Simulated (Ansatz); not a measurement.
SiC2, ordered on the diamond lattice (P-3m1) with 6 atoms a cell: a band-structure calculation in the PAW code Ansatz (PBE). The cell was relaxed beforehand with r2SCAN.

The input:
```yaml
crystal:
  lattice:
    - [2.9375683921, 0.0, 0.0]
    - [-1.4687841961, 2.5440088529, 0.0]
    - [0.0, 0.0, 7.2261035319]
  atoms:
    - { symbol: C, position: [0.0, 0.0, 0.8886544379] }
    - { symbol: C, position: [0.6666666667, 0.3333333333, 0.5352853117] }
    - { symbol: Si, position: [0.3333333333, 0.6666666667, 0.203687081] }
    - { symbol: Si, position: [0.6666666667, 0.3333333333, 0.796312919] }
    - { symbol: C, position: [0.3333333333, 0.6666666667, 0.4647146883] }
    - { symbol: C, position: [0.0, 0.0, 0.1113455621] }
kpoints:
  mp_grid: { grid: [12, 12, 4] }
  band_path:
    path:
      - [[0.0, 0.0, 0.0], [0.5, 5.228618365125e-17, -1.24573192616e-32], [0.3333333333333, 0.3333333333333, -2.580620266769e-32], [0.0, 0.0, 0.0], [-9.843745666789e-52, -3.626271859311e-49, 0.5], [0.5, 5.228618365125e-17, 0.5], [0.3333333333333, 0.3333333333333, 0.5], [-9.843745666789e-52, -3.626271859311e-49, 0.5]]
      - [[0.5, 5.228618365125e-17, 0.5], [0.5, 5.228618365125e-17, -1.24573192616e-32]]
      - [[0.3333333333333, 0.3333333333333, 0.5], [0.3333333333333, 0.3333333333333, -2.580620266769e-32]]
    npoints: 10
hamiltonian:
  xc: pbe
scf:
  occupations: { method: fermi_dirac, width: 0.02 }
  n_extra_bands: 5
output:
  forces: true
  stress: true
  eigenvalues: true
```

Command: `ansatz run input.yaml --threads 4 --pin off --max-ram 6451MiB --backend cpu --events-out ev --progress --plain --runs-dir out`. It took 1.7 s on 4 threads of Arm Neoverse V1, with other jobs on the host, load about 0.4 per core; peak host memory 0.35 GiB.

Question: What will the output look like, and what does it show?

Answer: Abridged output:
```
Functional definition: PBE
Crystal: 6 atoms, lattice volume = 54.002 Å³
Basis set: ecut = 420 eV, 1045 PW (Γ)
Bands: 17, of which v1, the nominal top of the filled ones, is band 12 counted from 1 (11 counted from 0)
Symmetry: 12 space group operations
Space group: P-3m1 (ITA 164)
k-points: 69 of 576
preconditioner: auto → none  [insulator: Δε(μ)=1.804 eV  σ=0.020 eV  ℏωp=24.8 eV]
SCF 1 converged in 6 iterations: F = -2272.708437 eV  dr2 = 1.20e-8
Free energy (F): -2272.708437 eV
Fermi energy:    11.815929 eV
--- Forces (eV/Å), atoms counted from 1 ---
  atom   1  C       0.00000      0.00000      0.32509
  atom   2  C       0.00000      0.00000    -0.26611
  atom   3  Si      0.00000      0.00000      0.12670
  atom   4  Si      0.00000      0.00000    -0.12670
  atom   5  C       0.00000      0.00000      0.26611
  atom   6  C       0.00000      0.00000    -0.32509
--- Stress (GPa, compression-positive) ---
        3.118622       0.000000       0.000000
        0.000000       3.118622       0.000000
        0.000000       0.000000       3.438552
  P = ⅓ Tr σ = 3.2253 GPa (32.253 kbar)
--- Band table (eV; the first three rows and the last of 69) ---
  k-point 0: bands = […, 8.1827, 8.4616, 8.4616, 10.3849, 11.0340, 11.0340, 13.1588, 14.6512, 14.6512, 15.0297, …]
  k-point 1: bands = […, 8.1565, 8.5018, 8.5018, 9.6177, 10.9930, 10.9930, 13.2324, 14.7143, 14.7143, 15.1509, …]
  k-point 2: bands = […, 8.1352, 8.5375, 8.5375, 8.6320, 10.9529, 10.9529, 13.2778, 14.7777, 14.7777, 15.2467, …]
  k-point 68: bands = […, 3.8312, 5.2998, 5.2998, 5.5445, 6.4220, 6.4220, 15.6184, 15.8992, 15.8992, 16.6960, …]
```
Only the leading digits can be foreseen; the rest is this run's record.

The rows of the band table are 0: (0, 0, 0) = Γ, 1: (0, 0, 1/4), 2: (0, 0, -1/2) = A, 68: (1/3, 1/3, -1/2) = H.

Levels along the path, in eV from the valence top (v1 is the last filled band, c1 the first empty one):

| point | distance (1/Å) | v1 | c1 |
| --- | --- | --- | --- |
| Γ | 0.00 | 0.00 | 2.12 |
| · | 0.62 | -1.13 | 2.52 |
| M | 1.23 | -1.92 | 1.59 |
| · | 1.59 | -2.72 | 2.08 |
| K | 1.95 | -3.41 | 2.76 |
| · | 2.66 | -1.24 | 3.67 |
| Γ | 3.37 | 0.00 | 2.12 |
| · | 3.59 | -0.04 | 2.20 |
| A | 3.81 | -0.08 | 2.24 |
| · | 4.43 | -0.95 | 1.80 |
| L | 5.04 | -1.68 | 2.02 |
| · | 5.40 | -3.24 | 3.89 |
| H | 5.76 | -4.61 | 4.58 |
| · | 6.47 | -2.03 | 2.40 |
| A | 7.18 | -0.08 | 2.24 |
| L | 7.18 | -1.68 | 2.02 |
| · | 7.36 | -1.76 | 2.02 |
| · | 7.57 | -1.91 | 1.62 |
| M | 7.62 | -1.92 | 1.59 |
| H | 7.62 | -4.61 | 4.58 |
| · | 7.75 | -4.27 | 3.93 |
| · | 7.96 | -3.50 | 2.87 |
| K | 8.05 | -3.41 | 2.76 |

PBE gives an indirect gap of 1.59 eV, from Γ to k = (0, 1/3, 1/4); the least direct gap is 2.12 eV at Γ. A second conduction valley, at M, lies only 4 meV higher, so their order isn't settled. The gap is the least over the mesh and the extra points. With the atoms held, the mean pressure is +3.23 GPa (compression positive). The largest force is 0.33 eV/Å.

The cell comes from a prototype generator: it can be a known phase or a hypothetical one. Spin polarisation is off.
